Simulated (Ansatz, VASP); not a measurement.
# One calculation of BP2, two programs

```
B P
1.0
     4.07583    0.00000    0.00000
     0.00000    4.07583    0.00000
     0.00000    0.00000    2.34374
B P
1 2
Cartesian
  2.0379 2.0379 0.0000
  0.0000 2.0379 0.0000
  2.0379 0.0000 0.0000
```

Alike in both runs: functional PBE; k mesh 4 × 4 × 8; occupations gaussian, width 0.1 eV; no spin polarisation.

Ansatz relaxed the structure, and its values are those at the end. VASP's run is a single point on that final structure, the one shown.

```csv
,VASP,Ansatz
version,VASP 6.6.1,Ansatz 0.2.0
potentials or method,"VASP PAW PBE potentials, release 64 (B, P)","scalar-relativistic, plane waves, PAW"
plane-wave cutoff (eV),520,420
valence electrons in the cell,13,13
```

Ansatz gave:

```
gap on the k mesh at the Fermi level (eV) : none
pressure (GPa)                            : 0.1
```

Question: What did VASP give for the same quantities?

Answer: gap on the k mesh at the Fermi level (eV): none; pressure (GPa): -0.2.

A gap of «none» marks a metal or a gap that the smearing closes.

Caveats: the k mesh is coarse (spacing up to 0.39 Å⁻¹), so the values aren't converged.
